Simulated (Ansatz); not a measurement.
# MnO (Fm-3m) in Ansatz: a series of runs

Runs on MnO. Level: B3LYP5. Tasks: band structure, single point, equation of state.

All numbers are computed with Ansatz 0.2.0; they aren't measurements. Logs are shortened: lines on timing, memory, paths and dates and some standing lists are left out, and cuts for length are marked.

## 1. The crystal as given

It takes space group Fm-3m (No. 225, cubic). Conventional cell: a = 4.448 Å, b = 4.448 Å, c = 4.448 Å, α = 90.00°, β = 90.00°, γ = 90.00°. Around Mn (site symmetry m-3m) lie 6 O at 2.22 Å. O (site symmetry m-3m) has 6 Mn at 2.22 Å as nearest neighbours.

The cell is a database's computed one.

## 2. Band structure, B3LYP5, collinear spin, ferromagnetic start

Contents of input.yaml:

```yaml
crystal:
  lattice:
    - [0.0, 2.2239077028, 2.2239077028]
    - [2.2239077028, 0.0, 2.2239077028]
    - [2.2239077028, 2.2239077028, 0.0]
  atoms:
    - { symbol: Mn, position: [0.0, 0.0, 0.0], spin: 4.0 }
    - { symbol: O, position: [0.5, 0.5, 0.5] }
hamiltonian:
  xc: b3lyp5
  pseudopotentials: { kind: paw }
magnetization:
  spin_polarized: true
kpoints:
  mp_grid: { grid: [6, 6, 6] }
  band_path:
    path:
      - [[0.0, 0.0, 0.0], [0.5, 0.0, 0.5], [0.5, 0.25, 0.75], [0.375, 0.375, 0.75], [0.0, 0.0, 0.0], [0.5, 0.5, 0.5], [0.625, 0.25, 0.625], [0.5, 0.25, 0.75], [0.5, 0.5, 0.5], [0.375, 0.375, 0.75]]
      - [[0.625, 0.25, 0.625], [0.5, 0.0, 0.5]]
    npoints: 4
scf:
  occupations: { method: fermi_dirac, width: 0.05 }
  n_extra_bands: 6
output:
  forces: true
  stress: true
  eigenvalues: true
  fatbands: false
```

Potentials or basis: Ansatz PAW.

On the command line:

```sh
$ ansatz run input.yaml --threads 2 --pin off --max-ram 5632MiB --backend cpu --events-out ev --progress --plain --runs-dir out
```

The log of the run:

```text
Warning: output.stress: scf.convergence.dr2_threshold = 1e-7 eV (the SCF's general default) is looser than the 2e-10 eV advised for a printed stress (1e-10 eV for each atom of the cell: 2). What an SCF threshold leaves in a stress goes as its square root, and in the free energy as the threshold itself, and one threshold admits the most on a small cell: of the crystals measured, under no hybrid functional and no lock of the moments, on runs that ended without the residual-converged pass, on stresses that held no estimate of that error, the worst erred by over 100 MPa in a component at 1e-7 eV an atom and by under 5 at 1e-10. Set scf.convergence.dr2_threshold to 2e-10 eV or tighter. The threshold is an SCF's pass mark: one that does not reach it within its budget of iterations ends unconverged, or closes short of it on a stop that the run arms, and scf.convergence.dr2_threshold's page says what that costs each kind of run
Warning: output.stress: scf.exx.energy_threshold = 1e-6 eV is looser than the 2e-8 eV advised for a stress under a hybrid functional (1e-8 eV for each atom of the cell: 2). Every SCF of the exchange loop can meet its threshold on dr2 while the loop round them stops early: no threshold on dr2 bounds what that leaves in the stress. Set scf.exx.energy_threshold to 2e-8 eV or tighter. The threshold is the loop's pass mark: a loop that does not reach it within its budget of cycles ends unconverged, and scf.exx.energy_threshold's page has the law
Warning: RAYON_NUM_THREADS=2 ignored (pool sized by the plan → 2); use --threads N
scf.n_extra_bands = 6 over 11 filled bands (N_el = 21.0): the run solves 17 bands
Engine: ansatz 0.2.0, aarch64-unknown-linux-gnu
Pseudopotentials: kind: paw
Pseudopotential: Mn, paw, valence charge 15, recommended cutoff 420 eV (normal), Mn.paw.azcp
Pseudopotential: O, paw, valence charge 6, recommended cutoff 420 eV (normal), O.paw.azcp
Functional definition: B3LYP5
  parameter a0 = 0.2
  parameter ax = 0.72
  parameter ac = 0.81
  exchange = (1 - a0 - ax)*slater_x + ax*b88_x + a0*exact_x
  correlation = (1 - ac)*vwn5_c + ac*lyp_c
Crystal: 2 atoms, lattice volume = 21.998 Å³
Basis set: ecut = 420 eV, 411 PW (Γ), exchange–correlation on 48×48×48 points (8 copies of the dense FFT grid, shifted against one another)
Bands: 17, of which v1, the nominal top of the filled ones, is band 11 counted from 1 (10 counted from 0)
Symmetry: 48 space group operations
Space group: Fm-3m (ITA 225), of the structure as read, at distance tolerance 2.8e-5 Å
Magnetic group: BNS 225.116 (UNI 1618), of the structure as read, at distance tolerance 2.8e-5 Å
k-points: 16 of 216
Non-local potential: Mn, projectors of the file, l = 0: 3, l = 1: 2, l = 2: 3, l = 3: 1
Non-local potential: O, projectors of the file, l = 0: 2, l = 1: 2, l = 2: 1
PAW form: soft (Blöchl's): semilocal exchange-correlation on the pseudo side does not see the compensation charge
PAW frozen core: Mn, regenerated for the run's functional, and the local potential with it (the file was generated under x = pbe(κ = 0.804, μ = 0.2195149727645171), c = pbe(β = 0.06672455060314922))
PAW frozen core: O, regenerated for the run's functional, and the local potential with it (the file was generated under x = pbe(κ = 0.804, μ = 0.2195149727645171), c = pbe(β = 0.06672455060314922))
PAW one-centre angular grid: Mn, 590 points (default); XC on 64 Gauss nodes
PAW one-centre angular grid: O, 110 points (default); XC on 64 Gauss nodes
Initial density: superposition of atomic densities (chi_scale 0.1, normalization cell, long waves kept (reshape's long-wave potential 0.00 eV rms))
[... 63 lines left out ...]
Frozen-core exchange: fock
SCF iter   1: F=—  HF=-4471.681097 eV  |F-HF|=—  |Δ(HF+E_count)|=         —  Δρ=4.28e-6 (↑4.02e-6 ↓4.28e-6)  dr2=7.17e-10  dr2_m=3.27e-9  M=5.000 μB ∫|m|=5.000 μB  β_m=0.30  ethr=6.35e-10  ⟨swp⟩=2.5  Hψ=1114  notcnv=0
preconditioner: auto → none  [insulator: Δε(μ)=1.837 eV  Ē_g=16.287 eV  σ=0.050 eV  W_gap=1.00  n_scr=8 (ndim 8)  ℏωp=28.5 eV  f_vac=0.000  D(μ)=0.00/eV (n_scr^D=0)]
SCF iter   2: F=-4471.681097 eV  HF=-4471.681097 eV  |F-HF|=9.64e-11  |Δ(HF+E_count)|=   1.08e-9  Δρ=1.04e-6 (↑1.04e-6 ↓9.93e-7)  dr2=5.32e-10  dr2_m=1.08e-10  M=5.000 μB ∫|m|=5.000 μB  ethr=2.00e-12  ⟨swp⟩=4.0  Hψ=1335  notcnv=0
SCF 5 converged in 2 iterations: F = -4471.681097 eV  dr2 = 5.32e-10
  Residual-converged pass: ⟨swp⟩=1.9  Hψ=613  notcnv=0  max |occ|·‖R‖ = 2.4e-6 eV (tolerance 2.4e-6 eV)  dr2=5.32e-10  dr2_m=1.08e-10  dr2_onsite=4.98e-11  max |Δocc| = 4.4e-20
hybrid outer 4: dexx = +1.690e-9 eV, tail = 1.39e-9 eV, Δε = 1.27e-4 eV (about 3.93e-5 eV left of the loop's levels), ΔF = 1.21e-29 eV/Å (tail inf)
NSCF: frozen V_eff on 42 k-points
this state was not tested for a lower state beside it, because the functional holds exact exchange (a hybrid, or Hartree-Fock), whose exchange loop this test does not read (fock_operator); the stability check (scf.self_checks: high) cannot read this state: a pseudopotential is PAW: the check reads norm-conserving sets alone
hybrid SCF converged: 4 outer / 24 inner (+12 warm-up), last move |dexx| = 1.69e-9 eV, tail = 1.39e-9 eV
Magnetization: 5.0000 μB (13.0000 up, 8.0000 down)
Absolute magnetization: 5.0000 μB (∫|ρ↑−ρ↓|, with the PAW one-centre terms)
Spin contamination: 0.0031 ħ² per cell (⟨S²⟩ above its minimum at these occupations)
Per-site moments (μB) at R_I (Å): [(4.28557605324424, 0.9173619274050001), (0.2665354317362423, 0.9173619274050001)]
Free energy (F): -4471.681097 eV
Frozen-core exchange: fock
Harris-Foulkes:  -4471.681097 eV  (|F-HF|=9.64e-11)
Internal energy: -4471.681097 eV  (E = F + TS)
E sigma→0 (E₀):  -4471.681097 eV
Fermi energy:    13.200947 eV
--- Per-component energies (eV) ---
  E_band       = -292.157754
  E_kinetic    = 476.001974
  E_local      = -2241.659502  (includes V_loc(G=0)·N_el)
  E_nonlocal   = 304.984134
  E_hartree    = 902.525772
  E_xc         = -149.571074
  E_vxc        = -190.266200  (∫ρ·V_xc dr)
  E_exx        = -76.493479  (= α·E_x^exact, valence–valence)
  E_paw        = -1432.769512  (= ΣΔE_a)
  E_vpaw       = -293.284866  (= ΣTr[D̂ρ^β])
  E_aug_tail   = 0.002460  (compensation charges beyond the density's cutoff)
  E_ewald      = -2254.571925
  E_core_change = -0.129945  (= ΣΔE_core)
  E_smearing   = -0.000000  (= −TS)
  E_closure    = -0.000000  (closes the sum)
  Σ components = -4471.681097   (vs F -4471.681097, Δ=0.00e0)
--- Forces (eV/Å), atoms counted from 1 ---
  atom   1  Mn     0.00000000    -0.00000000    -0.00000000
  atom   2  O      0.00000000     0.00000000     0.00000000
  max |Σ_I F_I| component: 2.84e-29 eV/Å
--- Stress (GPa, compression-positive) ---
        5.558623      -0.000000      -0.000000
        0.000000       5.558623       0.000000
       -0.000000      -0.000000       5.558623
  P = ⅓ Tr σ = 5.5586 GPa (55.586 kbar)
--- Band table (eV; the first three rows and the last of 32) ---
  k-point 0 ↑: bands = ["-72.9442", "-40.7012", "-40.7012", "-40.7012", "-8.9468", "8.4171", "8.4171", "8.4171", "8.6808", "8.6808", "8.6808", "8.7965", "8.7965", "14.0689", "29.0835", "31.1184", "31.1184"]
  k-point 1 ↑: bands = ["-72.9425", "-40.7178", "-40.7035", "-40.7035", "-8.7162", "6.7582", "7.1908", "7.1908", "8.6512", "8.6512", "9.0751", "10.3729", "10.3729", "15.5985", "26.4320", "30.0432", "30.0432"]
  k-point 2 ↑: bands = ["-72.9390", "-40.7508", "-40.7079", "-40.7079", "-8.2151", "4.7419", "6.1476", "6.1476", "9.0557", "9.0557", "9.5673", "11.7008", "11.7008", "17.6511", "23.5197", "27.7037", "27.7037"]
  k-point 15 ↓: bands = ["-67.0244", "-34.5291", "-34.5045", "-34.4923", "-7.2795", "6.3794", "7.4200", "7.5580", "15.5194", "17.4510", "17.6511", "18.0966", "18.2880", "22.6635", "24.1695", "25.8087", "28.0819"]
```

It took 3.7 min on 2 threads of Arm Neoverse V1, shared host; peak memory 0.78 GiB.

What came out:

- Free energy: -4471.6811 eV
- Pressure: 5.6 GPa
- Band gap on the k mesh: 1.84 eV, indirect (least direct gap 4.36 eV)
- Band gap along the path: 1.84 eV, indirect (least direct gap 4.35 eV)
- Net moment: 5.00 μB per cell
- Absolute moment: 5.00 μB per cell
- Site moments: Mn +4.29; O +0.27 μB

Levels at the corners of the path, in eV from the valence-band top:
Spin up:
| point | band 10 | band 11 | band 12 | band 13 | band 14 | band 15 | band 16 | band 17 |
| --- | --- | --- | --- | --- | --- | --- | --- | --- |
| Γ | -3.55 | -3.55 | -3.44 | -3.44 | 1.84 | 16.85 | 18.89 | 18.89 |
| X | -3.03 | -2.70 | -2.70 | -2.63 | 7.46 | 10.60 | 12.89 | 16.48 |
| W | -2.89 | -2.73 | -2.70 | -1.33 | 9.55 | 10.93 | 10.93 | 13.61 |
| K | -2.84 | -2.52 | -2.23 | -1.37 | 8.90 | 10.65 | 10.72 | 15.95 |
| Γ | -3.55 | -3.55 | -3.44 | -3.44 | 1.84 | 16.85 | 18.89 | 18.89 |
| L | -2.96 | -2.34 | 0.00 | 0.00 | 5.98 | 10.45 | 14.44 | 14.44 |
| U | -2.84 | -2.52 | -2.23 | -1.37 | 8.90 | 10.65 | 10.72 | 15.95 |
| W | -2.89 | -2.73 | -2.70 | -1.33 | 9.55 | 10.93 | 10.93 | 13.61 |
| L | -2.96 | -2.34 | 0.00 | 0.00 | 5.98 | 10.45 | 14.44 | 14.44 |
| K | -2.84 | -2.52 | -2.23 | -1.37 | 8.90 | 10.65 | 10.72 | 15.95 |
| U | -2.84 | -2.52 | -2.23 | -1.37 | 8.90 | 10.65 | 10.72 | 15.95 |
| X | -3.03 | -2.70 | -2.70 | -2.63 | 7.46 | 10.60 | 12.89 | 16.48 |
Spin down:
| point | band 4 | band 5 | band 6 | band 7 | band 8 | band 9 | band 10 | band 11 | band 12 | band 13 |
| --- | --- | --- | --- | --- | --- | --- | --- | --- | --- | --- |
| Γ | -46.69 | -20.58 | -2.85 | -2.85 | -2.85 | 2.99 | 3.80 | 3.80 | 3.80 | 4.50 |
| X | -46.72 | -19.59 | -6.22 | -3.95 | -3.95 | 1.90 | 5.23 | 5.43 | 5.86 | 5.86 |
| W | -46.72 | -19.49 | -5.40 | -5.40 | -4.89 | 4.36 | 4.36 | 5.44 | 5.87 | 6.22 |
| K | -46.72 | -19.51 | -5.82 | -5.40 | -4.24 | 3.35 | 5.49 | 5.61 | 5.66 | 6.16 |
| Γ | -46.69 | -20.58 | -2.85 | -2.85 | -2.85 | 2.99 | 3.80 | 3.80 | 3.80 | 4.50 |
| L | -46.70 | -19.54 | -7.22 | -4.40 | -4.40 | 5.16 | 5.33 | 5.33 | 6.85 | 7.07 |
| U | -46.72 | -19.51 | -5.82 | -5.40 | -4.24 | 3.35 | 5.49 | 5.61 | 5.66 | 6.16 |
| W | -46.72 | -19.49 | -5.40 | -5.40 | -4.89 | 4.36 | 4.36 | 5.44 | 5.87 | 6.22 |
| L | -46.70 | -19.54 | -7.22 | -4.40 | -4.40 | 5.16 | 5.33 | 5.33 | 6.85 | 7.07 |
| K | -46.72 | -19.51 | -5.82 | -5.40 | -4.24 | 3.35 | 5.49 | 5.61 | 5.66 | 6.16 |
| U | -46.72 | -19.51 | -5.82 | -5.40 | -4.24 | 3.35 | 5.49 | 5.61 | 5.66 | 6.16 |
| X | -46.72 | -19.59 | -6.22 | -3.95 | -3.95 | 1.90 | 5.23 | 5.43 | 5.86 | 5.86 |

Caveat: the magnetic or orbital state may not be the lowest; the pressure holds a Pulay correction of +0.7 GPa for the finite cutoff; a cell with one magnetic atom can't hold antiferromagnetic order, which such compounds often take; the PAW data sets come from PBE, with cores solved anew for the run's functional, which leaves a small shift of forces and pressure; the thresholds are loose for stress.

## 3. Single point, B3LYP5, collinear spin, ferromagnetic start, 10.34 Å³/atom (volume scaled by 0.94)

Contents of input.yaml:

```yaml
crystal:
  lattice:
    - [0.0, 2.1785090927, 2.1785090927]
    - [2.1785090927, 0.0, 2.1785090927]
    - [2.1785090927, 2.1785090927, 0.0]
  atoms:
    - { symbol: Mn, position: [0.0, 0.0, 0.0], spin: 4.0 }
    - { symbol: O, position: [0.5, 0.5, 0.5] }
hamiltonian:
  xc: b3lyp5
  pseudopotentials: { kind: paw }
magnetization:
  spin_polarized: true
kpoints:
  mp_grid: { grid: [5, 5, 5] }
scf:
  occupations: { method: fermi_dirac, width: 0.05 }
output:
  forces: true
  stress: true
  eigenvalues: true
```

Potentials or basis: Ansatz PAW.

On the command line:

```sh
$ ansatz run input.yaml --threads 2 --pin off --max-ram 5632MiB --backend cpu --events-out ev --progress --plain --runs-dir out
```

The log of the run:

```text
Warning: output.stress: scf.convergence.dr2_threshold = 1e-7 eV (the SCF's general default) is looser than the 2e-10 eV advised for a printed stress (1e-10 eV for each atom of the cell: 2). What an SCF threshold leaves in a stress goes as its square root, and in the free energy as the threshold itself, and one threshold admits the most on a small cell: of the crystals measured, under no hybrid functional and no lock of the moments, on runs that ended without the residual-converged pass, on stresses that held no estimate of that error, the worst erred by over 100 MPa in a component at 1e-7 eV an atom and by under 5 at 1e-10. Set scf.convergence.dr2_threshold to 2e-10 eV or tighter. The threshold is an SCF's pass mark: one that does not reach it within its budget of iterations ends unconverged, or closes short of it on a stop that the run arms, and scf.convergence.dr2_threshold's page says what that costs each kind of run
Warning: output.stress: scf.exx.energy_threshold = 1e-6 eV is looser than the 2e-8 eV advised for a stress under a hybrid functional (1e-8 eV for each atom of the cell: 2). Every SCF of the exchange loop can meet its threshold on dr2 while the loop round them stops early: no threshold on dr2 bounds what that leaves in the stress. Set scf.exx.energy_threshold to 2e-8 eV or tighter. The threshold is the loop's pass mark: a loop that does not reach it within its budget of cycles ends unconverged, and scf.exx.energy_threshold's page has the law
Warning: RAYON_NUM_THREADS=2 ignored (pool sized by the plan → 2); use --threads N
[... 10 set-up lines as earlier in the session ...]
Crystal: 2 atoms, lattice volume = 20.678 Å³
Basis set: ecut = 420 eV, 411 PW (Γ), exchange–correlation on 48×48×48 points (8 copies of the dense FFT grid, shifted against one another)
Bands: 17, of which v1, the nominal top of the filled ones, is band 11 counted from 1 (10 counted from 0)
[... 97 lines left out ...]
  E_xc         = -150.103206
  E_vxc        = -190.994631  (∫ρ·V_xc dr)
  E_exx        = -76.697324  (= α·E_x^exact, valence–valence)
  E_paw        = -1433.005287  (= ΣΔE_a)
  E_vpaw       = -293.486651  (= ΣTr[D̂ρ^β])
  E_aug_tail   = 0.002441  (compensation charges beyond the density's cutoff)
  E_ewald      = -2301.555631
  E_core_change = -0.129945  (= ΣΔE_core)
  E_smearing   = -0.000000  (= −TS)
  E_closure    = 0.000000  (closes the sum)
  Σ components = -4471.584582   (vs F -4471.584582, Δ=0.00e0)
--- Forces (eV/Å), atoms counted from 1 ---
  atom   1  Mn     0.00000000    -0.00000000     0.00000000
  atom   2  O      0.00000000     0.00000000     0.00000000
  max |Σ_I F_I| component: 3.52e-29 eV/Å
--- Stress (GPa, compression-positive) ---
       18.039550       0.000000       0.000000
        0.000000      18.039550      -0.000000
       -0.000000       0.000000      18.039550
  P = ⅓ Tr σ = 18.0396 GPa (180.396 kbar)
--- Band table (eV; the first three rows and the last of 20) ---
  k-point 0 ↑: bands = ["-71.7447", "-39.5013", "-39.5013", "-39.5013", "-8.3339", "9.5181", "9.5181", "9.5181", "9.5425", "9.5425", "9.5425", "9.9437", "9.9437", "15.5443", "30.4016", "32.8069", "32.8069"]
  k-point 1 ↑: bands = ["-71.7414", "-39.5314", "-39.5052", "-39.5052", "-7.9694", "7.1031", "7.7840", "7.7840", "9.8664", "9.8664", "10.2951", "11.8663", "11.8663", "17.5479", "27.2426", "31.3105", "31.3105"]
  k-point 2 ↑: bands = ["-71.7360", "-39.5797", "-39.5115", "-39.5115", "-7.3081", "4.8568", "6.6824", "6.6824", "10.3920", "10.3920", "10.9774", "13.3501", "13.3501", "19.4234", "24.6045", "28.6869", "28.6869"]
  k-point 9 ↓: bands = ["-65.8363", "-33.3616", "-33.3344", "-33.3083", "-6.5021", "6.9413", "8.0557", "8.4490", "17.1233", "18.4025", "19.0112", "19.2272", "19.9520", "24.3215", "25.9605", "26.9829", "30.0751"]
```

It took 14 s on 2 threads of Arm Neoverse V1, shared host; peak memory 0.53 GiB.

What came out:

- Free energy: -4471.5846 eV
- Pressure: 18.0 GPa
- Band gap on the k mesh: 1.83 eV, indirect (least direct gap 3.97 eV)
- Net moment: 5.00 μB per cell
- Absolute moment: 5.00 μB per cell
- Site moments: Mn +4.24; O +0.29 μB

Caveat: the k mesh is coarse (spacing up to 0.50 Å⁻¹), so the values aren't converged, least of all with exact exchange; the magnetic or orbital state may not be the lowest; odd divisions of the mesh miss points on the zone boundary, where band edges often lie, so the gap on the mesh can be too wide; the pressure holds a Pulay correction of +0.7 GPa for the finite cutoff; a cell with one magnetic atom can't hold antiferromagnetic order, which such compounds often take; the PAW data sets come from PBE, with cores solved anew for the run's functional, which leaves a small shift of forces and pressure; the thresholds are loose for stress.

## 4. Single point, B3LYP5, collinear spin, ferromagnetic start, 10.56 Å³/atom (volume scaled by 0.96)

input.yaml: that of step 3 with these lines changed.

```diff
@@ -2,5 +2,5 @@
   lattice:
-    - [0.0, 2.1785090927, 2.1785090927]
-    - [2.1785090927, 0.0, 2.1785090927]
-    - [2.1785090927, 2.1785090927, 0.0]
+    - [0.0, 2.1938512115, 2.1938512115]
+    - [2.1938512115, 0.0, 2.1938512115]
+    - [2.1938512115, 2.1938512115, 0.0]
   atoms:
```

On the command line:

```sh
$ ansatz run input.yaml --threads 2 --pin off --max-ram 5632MiB --backend cpu --events-out ev --progress --plain --runs-dir out
```

It took 16 s on 2 threads of Arm Neoverse V1, shared host; peak memory 0.56 GiB.

The run converged. Its results:

```yaml
Free_energy: -4471.6273 eV
Pressure: 13.4 GPa
Band_gap_on_the_k_mesh: 1.98 eV, indirect (least direct gap 4.12 eV)
Net_moment: 5.00 μB per cell
Absolute_moment: 5.00 μB per cell
Site_moments: Mn +4.25; O +0.28 μB
```

Caveat: the k mesh is coarse (spacing up to 0.50 Å⁻¹), so the values aren't converged, least of all with exact exchange; the magnetic or orbital state may not be the lowest; odd divisions of the mesh miss points on the zone boundary, where band edges often lie, so the gap on the mesh can be too wide; the pressure holds a Pulay correction of +0.7 GPa for the finite cutoff; a cell with one magnetic atom can't hold antiferromagnetic order, which such compounds often take; the PAW data sets come from PBE, with cores solved anew for the run's functional, which leaves a small shift of forces and pressure; the thresholds are loose for stress.

## 5. Single point, B3LYP5, collinear spin, ferromagnetic start, 10.78 Å³/atom (volume scaled by 0.98)

input.yaml: that of step 4 with these lines changed.

```diff
@@ -2,5 +2,5 @@
   lattice:
-    - [0.0, 2.1938512115, 2.1938512115]
-    - [2.1938512115, 0.0, 2.1938512115]
-    - [2.1938512115, 2.1938512115, 0.0]
+    - [0.0, 2.208981698, 2.208981698]
+    - [2.208981698, 0.0, 2.208981698]
+    - [2.208981698, 2.208981698, 0.0]
   atoms:
@@ -21 +21,5 @@
   eigenvalues: true
+  write_density: true
+  write_potential: true
+  elf: true
+  volumetric_format: npy
```

On the command line:

```sh
$ ansatz run input.yaml --threads 2 --pin off --max-ram 5632MiB --backend cpu --events-out ev --progress --plain --runs-dir out
```

Run time: 16 s. Hardware: 2 threads of Arm Neoverse V1, shared host; peak memory 0.56 GiB.

Results (log left out):

- Free energy: -4471.6581 eV
- Pressure: 9.3 GPa
- Band gap on the k mesh: 2.09 eV, indirect (least direct gap 4.25 eV)
- Net moment: 5.00 μB per cell
- Absolute moment: 5.00 μB per cell
- Site moments: Mn +4.27; O +0.27 μB

Caveat: the k mesh is coarse (spacing up to 0.49 Å⁻¹), so the values aren't converged, least of all with exact exchange; the magnetic or orbital state may not be the lowest; odd divisions of the mesh miss points on the zone boundary, where band edges often lie, so the gap on the mesh can be too wide; the pressure holds a Pulay correction of +0.7 GPa for the finite cutoff; a cell with one magnetic atom can't hold antiferromagnetic order, which such compounds often take; the PAW data sets come from PBE, with cores solved anew for the run's functional, which leaves a small shift of forces and pressure; the thresholds are loose for stress.

[end of part 1 of 2]
